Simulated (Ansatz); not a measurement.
Here is an Ansatz 0.2.0 calculation.

The input input.yaml:

```yaml
crystal:
  lattice:
    - [0.01655, 1.757251, 1.768239]
    - [1.719118, 0.016332, 1.768457]
    - [1.714474, 1.752825, 0.020976]
  atoms:
    - { symbol: Ni, position: [0.006509, 0.01144, -0.032895], spin: 1.0 }
kpoints:
  mp_grid: { grid: [13, 13, 13] }
scf:
  occupations: { method: fermi_dirac, width: 0.05 }
hamiltonian:
  xc: pbesol
  pseudopotentials: { kind: all_electron, lapw: { basis_error: 0.001 } }
magnetization:
  spin_polarized: true
output:
  forces: true
  stress: true
  eigenvalues: true
  populations: true
```

Potentials or basis: all-electron LAPW, scalar-relativistic.

Run with:

```bash
$ ansatz run input.yaml --threads 2 --pin off --max-ram 6144MiB --backend cpu --events-out ev --progress --plain --runs-dir out
```

**Question.** Predict the net moment.

**Answer.** 0.63 μB per cell.

**Question.** Predict the site moments.

**Answer.** Ni +0.65 μB.

**Question.** What does it give for the band gap on the k mesh?

**Answer.** None (metal or under the smearing width).

**Question.** Predict the pressure.

**Answer.** -2.3 GPa.

Stress tensor (GPa, compression positive):
```
-0.32 -1.09 -1.86
-1.09 -2.83 -1.55
-1.86 -1.55 -3.73
```
